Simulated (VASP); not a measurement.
# CoSi (P2_13) in VASP: a series of runs, part 3 of 3

VASP 6.6.1. The steps go on from the part before.

### 5 Relaxation of cell and atoms, optPBE-vdW, collinear spin, ferromagnetic start

INCAR reads:

```
PREC = Accurate ; ENCUT = 600
EDIFF = 1E-7 ; ISMEAR = -1
SIGMA = 0.05 ; LREAL = F
LASPH = T ; NELM = 100
ALGO = Normal ; ISIF = 3
LWAVE = F ; LCHARG = F
ISPIN = 2 ; MAGMOM = 2 2 2 2 0 0 0 0
LORBIT = 11 ; LMAXMIX = 4
GGA = OR ; LUSE_VDW = T
AGGAC = 0.0 ; IBRION = 2
NSW = 60 ; EDIFFG = -0.02
```

KPOINTS reads:

```
regular mesh
0
Gamma
  6 6 6
```

POSCAR reads:

```
CoSi
1.0
    4.4380000000      0.0000000000      0.0000000000
    0.0000000000      4.4380000000      0.0000000000
    0.0000000000      0.0000000000      4.4380000000
Co Si
4 4
Direct
    0.8600000000      0.6400000000      0.3600000000
    0.6400000000      0.3600000000      0.8600000000
    0.3600000000      0.8600000000      0.6400000000
    0.1400000000      0.1400000000      0.1400000000
    0.1570000000      0.3430000000      0.6570000000
    0.3430000000      0.6570000000      0.1570000000
    0.6570000000      0.1570000000      0.3430000000
    0.8430000000      0.8430000000      0.8430000000
```

Potentials or basis: VASP PAW PBE potentials, release 64 (Co, Si).

On the command line:

```console
$ cat potpaw_PBE.64/Co/POTCAR potpaw_PBE.64/Si/POTCAR > POTCAR
$ mpirun -np 1 vasp_std > vasp.out
```

OUTCAR:

```text
PREC = Accurate
   ENCUT = 600
   EDIFF = 1E-7
   ISMEAR = -1
   LREAL = F
   LASPH = T
   NELM = 100
   ISIF = 3
   ISPIN = 2
   LORBIT = 11
   GGA = OR
   IBRION = 2
   NSW = 60
   EDIFFG = -0.02

 ion  position               nearest neighbor table
   1  0.860  0.640  0.360-   5 2.28   6 2.33   7 2.33   8 2.33   7 2.47   8 2.47   6 2.47   2 2.72
                             2 2.72   4 2.72   4 2.72   3 2.72   3 2.72
   2  0.640  0.360  0.860-   6 2.28   5 2.33   7 2.33   8 2.33   5 2.47   7 2.47   8 2.47   1 2.72
                             1 2.72   3 2.72   3 2.72   4 2.72   4 2.72
   3  0.360  0.860  0.640-   7 2.28   6 2.33   5 2.33   8 2.33   6 2.47   5 2.47   8 2.47   4 2.72
                             2 2.72   2 2.72   4 2.72   1 2.72   1 2.72
   4  0.140  0.140  0.140-   8 2.28   6 2.33   7 2.33   5 2.33   6 2.47   5 2.47   7 2.47   1 2.72
                             3 2.72   3 2.72   1 2.72   2 2.72   2 2.72
   5  0.157  0.343  0.657-   1 2.28   2 2.33   3 2.33   4 2.33   3 2.47   4 2.47   2 2.47   8 2.75
                             6 2.75   6 2.75   8 2.75   7 2.75   7 2.75
[... 1429 lines left out ...]
     35      17.5524      0.00000
 Fermi energy:        11.9055800697

 spin component 2

 k-point     1 :       0.0000    0.0000    0.0000
  band No.  band energies     occupation
      1      -1.6343      1.00000
      2       3.7844      1.00000
      3       3.7844      1.00000
      4       3.7844      1.00000
      5       6.5078      1.00000
      6       6.5078      1.00000
[... 940 lines left out ...]
  energy  without entropy=      -36.8192426302  energy(sigma->0) =      -36.82654704

Total vdW correction in eV:      7.1558718

 reached required accuracy - stopping structural energy minimisation

 total charge

# of ion       s       p       d       tot
------------------------------------------
    1        0.428   0.597   7.572   8.597
    2        0.428   0.597   7.572   8.597
    3        0.428   0.597   7.572   8.597
    4        0.428   0.597   7.572   8.597
    5        0.730   0.879   0.000   1.609
    6        0.730   0.879   0.000   1.609
    7        0.730   0.879   0.000   1.609
    8        0.730   0.879   0.000   1.609
--------------------------------------------------
tot          4.632   5.903  30.288  40.823

 magnetization (x)

# of ion       s       p       d       tot
------------------------------------------
    1       -0.000  -0.000  -0.000  -0.000
    2       -0.000  -0.000  -0.000  -0.000
    3       -0.000  -0.000  -0.000  -0.000
    4       -0.000  -0.000  -0.000  -0.000
    5        0.000   0.000   0.000   0.000
    6        0.000   0.000   0.000   0.000
    7        0.000   0.000   0.000   0.000
    8        0.000   0.000   0.000   0.000
--------------------------------------------------
tot          0.000   0.000  -0.000  -0.000
```

CONTCAR:

```text
CoSi
   1.00000000000000
     4.4519225884098228    0.0000000000000000    0.0000000000000000
     0.0000000000000000    4.4519225884098228    0.0000000000000000
     0.0000000000000000    0.0000000000000000    4.4519225884098228
  Co              Si
     4     4
Direct
     0.8555598056368771    0.6444401943631229    0.3555598056368771
     0.6444401943631229    0.3555598056368771    0.8555598056368771
     0.3555598056368771    0.8555598056368771    0.6444401943631229
     0.1444401943631229    0.1444401943631229    0.1444401943631229
     0.1575081148211828    0.3424918851788172    0.6575081148211829
     0.3424918851788172    0.6575081148211829    0.1575081148211828
     0.6575081148211829    0.1575081148211828    0.3424918851788172
     0.8424918851788171    0.8424918851788171    0.8424918851788171

  0.00000000E+00  0.00000000E+00  0.00000000E+00
  0.00000000E+00  0.00000000E+00  0.00000000E+00
  0.00000000E+00  0.00000000E+00  0.00000000E+00
  0.00000000E+00  0.00000000E+00  0.00000000E+00
  0.00000000E+00  0.00000000E+00  0.00000000E+00
  0.00000000E+00  0.00000000E+00  0.00000000E+00
  0.00000000E+00  0.00000000E+00  0.00000000E+00
  0.00000000E+00  0.00000000E+00  0.00000000E+00
```

Wall time 11 min (1 thread of AMD EPYC 9R45 (Zen 5), shared host); peak memory 0.57 GiB.

What came out:

* Free energy: -36.8339 eV
* Relaxed volume: 11.03 Å³/atom
* Relaxed cell: a = 4.452 Å, b = 4.452 Å, c = 4.452 Å, α = 90.00°, β = 90.00°, γ = 90.00°
* Space group after relaxing (to 0.05 Å): P2_13 (No. 198)
* Energy gained by relaxing: 2.8 meV/atom
* Ionic steps: 7
* Pressure after relaxing: -0.2 GPa
* Largest force after relaxing: 0.013 eV/Å
* Band gap on the k mesh: none (metal or under the smearing width)
* Net moment: 0.00 μB per cell
* Valence electrons inside the program's atomic spheres: Co 8.60; Si 1.61

Forces on the atoms (eV/Å):
```
Co   0.004 -0.004  0.004
Co  -0.004  0.004  0.004
Co   0.004  0.004 -0.004
Co  -0.004 -0.004 -0.004
Si  -0.008  0.008 -0.008
Si   0.008 -0.008 -0.008
Si  -0.008 -0.008  0.008
Si   0.008  0.008  0.008
```

Step by step:
```
step  energy change (eV)  largest force (eV/Å)  pressure (GPa)  volume (Å³)
   1              0.0000                0.2508            2.49        87.41
   2             -0.0050                0.0881           -2.89        89.57
   3             -0.0128                0.1563           -0.61        88.61
   4             -0.0181                0.1057           -0.35        88.43
   5             -0.0212                0.0741            0.11        88.15
   6             -0.0222                0.0309           -0.14        88.21
   7             -0.0223                0.0132           -0.23        88.24
```

Final structure:
```
Co Si
1.0
     4.45192    0.00000    0.00000
     0.00000    4.45192    0.00000
     0.00000    0.00000    4.45192
Co Si
4 4
Cartesian
  3.8089 2.8690 1.5829
  2.8690 1.5829 3.8089
  1.5829 3.8089 2.8690
  0.6430 0.6430 0.6430
  0.7012 1.5247 2.9272
  1.5247 2.9272 0.7012
  2.9272 0.7012 1.5247
  3.7507 3.7507 3.7507
```

Levels at points of the mesh, in eV from the Fermi level:
Spin up:
| k point | band 22 | band 23 | band 24 | band 25 | band 26 | band 27 | band 28 | band 29 | band 30 | band 31 |
| --- | --- | --- | --- | --- | --- | --- | --- | --- | --- | --- |
| (0.00, 0.00, 0.00) | -0.93 | -0.81 | -0.81 | -0.04 | -0.04 | -0.04 | 2.39 | 2.39 | 2.39 | 2.84 |
| (0.50, 0.00, 0.00) | -1.06 | -0.68 | -0.68 | -0.51 | -0.51 | 0.96 | 0.96 | 1.39 | 1.39 | 4.17 |
| (0.50, 0.50, 0.00) | -1.49 | -1.02 | -1.02 | -0.07 | -0.07 | 0.53 | 0.53 | 1.90 | 1.90 | 2.43 |
| (0.50, 0.50, 0.50) | -1.22 | -1.22 | -1.22 | -0.25 | -0.25 | -0.25 | -0.25 | 5.26 | 5.26 | 5.26 |
Spin down:
```csv
k point,band 23,band 24,band 25,band 26,band 27,band 28,band 29,band 30
"(0.00, 0.00, 0.00)",-0.81,-0.81,-0.04,-0.04,-0.04,2.39,2.39,2.39
"(0.50, 0.00, 0.00)",-0.68,-0.68,-0.51,-0.51,0.96,0.96,1.39,1.39
"(0.50, 0.50, 0.00)",-1.02,-1.02,-0.07,-0.07,0.53,0.53,1.90,1.90
"(0.50, 0.50, 0.50)",-1.22,-1.22,-0.25,-0.25,-0.25,-0.25,5.26,5.26
```

Caveat: the starting moments collapsed, and a magnetic state may lie lower; the PAW data sets were made with another functional, which shifts forces and pressure a little.

### 6 Relaxation of cell and atoms, vdW-DF-cx, collinear spin, ferromagnetic start

INCAR reads:

```
PREC = Accurate ; ENCUT = 600
EDIFF = 1E-6 ; ISMEAR = -1
SIGMA = 0.05 ; LREAL = F
LASPH = T ; NELM = 120
ALGO = Fast ; ISIF = 3
LWAVE = F ; LCHARG = F
ISPIN = 2 ; MAGMOM = 2 2 2 2 0 0 0 0
LORBIT = 11 ; LMAXMIX = 4
GGA = CX ; LUSE_VDW = T
AGGAC = 0.0 ; IBRION = 2
NSW = 40 ; EDIFFG = -0.005
```

KPOINTS reads:

```
Automatic mesh
0
Gamma
  6 6 6
```

POSCAR is that of step 5.

Potentials or basis: VASP PAW PBE potentials, release 64 (Co, Si).

On the command line:

```console
$ cat potpaw_PBE.64/Co/POTCAR potpaw_PBE.64/Si/POTCAR > POTCAR
$ mpirun -np 1 vasp_std > vasp.out
```

Wall time 15 min (1 thread of AMD EPYC 9R45 (Zen 5), shared host); peak memory 0.57 GiB.

The run converged. Its results:

```yaml
Free_energy: -42.1871 eV
Relaxed_volume: 10.65 Å³/atom
Relaxed_cell: a = 4.401 Å, b = 4.401 Å, c = 4.401 Å, α = 90.00°, β = 90.00°, γ = 90.00°
Space_group_after_relaxing_to_0.05_Å: P2_13 (No. 198)
Energy_gained_by_relaxing: 7.3 meV/atom
Ionic_steps: 9
Pressure_after_relaxing: 0.0 GPa
Largest_force_after_relaxing: 0.004 eV/Å
Band_gap_on_the_k_mesh: none (metal or under the smearing width)
Net_moment: 0.00 μB per cell
Valence_electrons_inside_the_program's_atomic_spheres: Co 8.68; Si 1.62
```

Forces in eV/Å, atoms in the order of the input:
```
Co  -0.002  0.002 -0.002
Co   0.002 -0.002 -0.002
Co  -0.002 -0.002  0.002
Co   0.002  0.002  0.002
Si   0.002 -0.002  0.002
Si  -0.002  0.002  0.002
Si   0.002  0.002 -0.002
Si  -0.002 -0.002 -0.002
```

The path:
| step | energy change (eV) | largest force (eV/Å) | pressure (GPa) | volume (Å³) |
| --- | --- | --- | --- | --- |
| 1 | 0.0000 | 0.2614 | -4.84 | 87.41 |
| 2 | -0.0008 | 0.3297 | 6.42 | 83.30 |
| 3 | -0.0361 | 0.3001 | 0.59 | 85.31 |
| 4 | -0.0500 | 0.1816 | 0.66 | 85.25 |
| 5 | -0.0577 | 0.0554 | 0.58 | 85.17 |
| 6 | -0.0579 | 0.0594 | 0.35 | 85.16 |
| 7 | -0.0577 | 0.0067 | -0.78 | 85.49 |
| 8 | -0.0582 | 0.0361 | -0.22 | 85.31 |
| 9 | -0.0584 | 0.0040 | 0.02 | 85.23 |

Final structure:
```
CELL_PARAMETERS angstrom
4.40076 0.00000 0.00000
0.00000 4.40076 0.00000
0.00000 0.00000 4.40076
ATOMIC_POSITIONS crystal
Co 0.85439 0.64561 0.35439
Co 0.64561 0.35439 0.85439
Co 0.35439 0.85439 0.64561
Co 0.14561 0.14561 0.14561
Si 0.15681 0.34319 0.65681
Si 0.34319 0.65681 0.15681
Si 0.65681 0.15681 0.34319
Si 0.84319 0.84319 0.84319
```

Levels at points of the mesh, in eV from the Fermi level:
Spin up:
```csv
k point,band 24,band 25,band 26,band 27,band 28,band 29
"(0.00, 0.00, 0.00)",-0.84,-0.04,-0.04,-0.04,2.58,2.58
"(0.50, 0.00, 0.00)",-0.70,-0.53,-0.53,1.00,1.00,1.53
"(0.50, 0.50, 0.00)",-1.06,-0.07,-0.07,0.58,0.58,2.06
"(0.50, 0.50, 0.50)",-1.29,-0.26,-0.26,-0.26,-0.26,5.54
```
Spin down:
```
           k point  band 24  band 25  band 26  band 27  band 28  band 29
(0.00, 0.00, 0.00)    -0.84    -0.04    -0.04    -0.04     2.58     2.58
(0.50, 0.00, 0.00)    -0.70    -0.53    -0.53     1.00     1.00     1.53
(0.50, 0.50, 0.00)    -1.06    -0.07    -0.07     0.58     0.58     2.06
(0.50, 0.50, 0.50)    -1.29    -0.26    -0.26    -0.26    -0.26     5.54
```

Caveat: the starting moments collapsed, and a magnetic state may lie lower; the PAW data sets were made with another functional, which shifts forces and pressure a little.

### 7 For comparison

An earlier run on the cell as given: functional PBE; potentials or basis VASP PAW PBE potentials, release 64 (Co, Si); cutoff 520 eV; k mesh 6 × 6 × 6; occupations fermi-dirac, width 0.05 eV; collinear spin, ferromagnetic start; starting moments [2.0, 2.0, 2.0, 2.0, 0.0, 0.0, 0.0, 0.0] μB.

* Pressure: -0.4 GPa
* Largest force: 0.270 eV/Å
* Band gap on the k mesh: none (metal or under the smearing width)
* Net moment: 0.00 μB per cell
* Valence electrons inside the program's atomic spheres: Co 8.61; Si 1.61
